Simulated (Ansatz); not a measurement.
A plane-wave DFT run in Ansatz 0.2.0 (scalar-relativistic PAW potentials unless the input names others): input and command.

```yaml
crystal:
  lattice:
    - [-1.80334245, 1.80334245, 2.4534448]
    - [1.80334245, -1.80334245, 2.4534448]
    - [1.80334245, 1.80334245, -2.4534448]
  atoms:
    - { symbol: Si, position: [0.0, 0.0, 0.0] }
    - { symbol: Si, position: [0.75, 0.25, 0.5] }
    - { symbol: O, position: [0.9670112602, 0.625, 0.8420112602] }
    - { symbol: O, position: [0.375, 0.2170112602, 0.3420112602] }
    - { symbol: O, position: [0.7829887398, 0.125, 0.1579887398] }
    - { symbol: O, position: [0.875, 0.0329887398, 0.6579887398] }
basis:
  ecutwfc: 420
kpoints:
  mp_grid: { grid: [6, 6, 6] }
hamiltonian:
  xc: pbe
scf:
  occupations: { method: gaussian, width: 0.05 }
  max_iter: 60
output:
  forces: true
  eigenvalues: true
  stress: true
```

```bash
ansatz run input.yaml --threads 2 --pin off --max-ram 5120MiB --backend cpu --events-out ev --progress --plain --runs-dir out
```

Abridged log:
```
Basis set: ecut = 420 eV, 621 PW (Γ), exchange–correlation on 48×48×48 points (8 copies of the dense FFT grid, shifted against one another)
Bands: 22, of which v1, the nominal top of the filled ones, is band 16 counted from 1 (15 counted from 0)
Symmetry: 8 space group operations
k-points: 30 of 216 (time reversal used)
SCF iter   1: F=—  HF=-3448.429218 eV  |F-HF|=—  |Δ(HF+E_count)|=         —  Δρ=8.03e-2  dr2=1.30e0  ethr=1.77e-3  ⟨swp⟩=8.0  Hψ=4320  notcnv=0  defer=3
SCF iter   2: F=—  HF=-3448.975816 eV  |F-HF|=—  |Δ(HF+E_count)|=   5.47e-1  Δρ=4.12e-2  dr2=2.63e-1  ethr=1.77e-3  ⟨swp⟩=3.0  Hψ=1500  notcnv=0  defer=54
SCF iter   3: F=—  HF=-3449.316561 eV  |F-HF|=—  |Δ(HF+E_count)|=   3.41e-1  Δρ=6.31e-3  dr2=8.29e-3  ethr=8.22e-4  ⟨swp⟩=2.3  Hψ=1170  notcnv=0  defer=54
SCF iter   4: F=—  HF=-3449.317626 eV  |F-HF|=—  |Δ(HF+E_count)|=   1.07e-3  Δρ=1.38e-3  dr2=2.00e-4  ethr=2.59e-5  ⟨swp⟩=2.0  Hψ=1207  notcnv=0  defer=24
automatic band count: iteration 4 solves 21 bands in place of 22: the levels show a gap, and the empty bands left out lie too high to hold charge; the band table lists the bands solved (type scf.n_extra_bands for more)
SCF iter   5: F=—  HF=-3449.317933 eV  |F-HF|=—  |Δ(HF+E_count)|=   3.06e-4  Δρ=2.82e-4  dr2=6.72e-6  ethr=6.25e-7  ⟨swp⟩=2.1  Hψ=1005  notcnv=0  defer=24
SCF iter   6: F=—  HF=-3449.317869 eV  |F-HF|=—  |Δ(HF+E_count)|=   6.36e-5  Δρ=2.40e-5  dr2=7.35e-8  ethr=3.13e-10  ⟨swp⟩=9.8  Hψ=3880  notcnv=0
SCF iter   7: F=-3449.317869 eV  HF=-3449.317869 eV  |F-HF|=1.56e-10  |Δ(HF+E_count)|=   1.40e-7  Δρ=3.24e-6  dr2=2.72e-9  ethr=2.30e-10  ⟨swp⟩=3.0  Hψ=2549  notcnv=0
SCF 1 converged in 7 iterations: F = -3449.317869 eV  dr2 = 2.72e-9
SCF converged after 7 iterations
Free energy (F): -3449.317869 eV
Harris-Foulkes:  -3449.317869 eV  (|F-HF|=1.56e-10)
Internal energy: -3449.317869 eV  (E = F + TS)
E sigma→0 (E₀):  -3449.317869 eV
Fermi energy:    18.855085 eV
--- Forces (eV/Å), atoms counted from 1 ---
  atom   1  Si     0.00000000     0.00000000     0.00000000
  atom   2  Si     0.00000000     0.00000000     0.00000000
  atom   3  O      0.00000000    42.59115267     0.00000000
  atom   4  O     42.59115267     0.00000000     0.00000000
  atom   5  O      0.00000000   -42.59115267     0.00000000
  atom   6  O    -42.59115267     0.00000000     0.00000000
--- Stress (GPa, compression-positive) ---
     1250.736560       0.000000       0.000000
        0.000000    1250.736560       0.000000
        0.000000       0.000000    1099.454959
  P = ⅓ Tr σ = 1200.3094 GPa (12003.094 kbar)
```

**Question.** The run was meant for a cell not far from equilibrium. What should be changed?

**Answer.** The fault is a lattice far too small (lattice vectors times 0.700). Setting it back cures it. The run converged all the same, with an energy at zero smearing 16.5 eV/atom above the reference's, pressure 1200.31 GPa, largest force 42.591 eV/Å, gap on the mesh 9.23 eV, so convergence alone doesn't show that an input is right. A reference run of the cell with lattice vectors -2.5762 2.5762 3.5049; 2.5762 -2.5762 3.5049; 2.5762 2.5762 -3.5049 Å and the atoms in their places converged with pressure -0.22 GPa, largest force 0.069 eV/Å, gap on the mesh 5.72 eV.

It took 1.4 s on 2 threads of Arm Neoverse V2, with other jobs on the host, peak memory 0.28 GiB.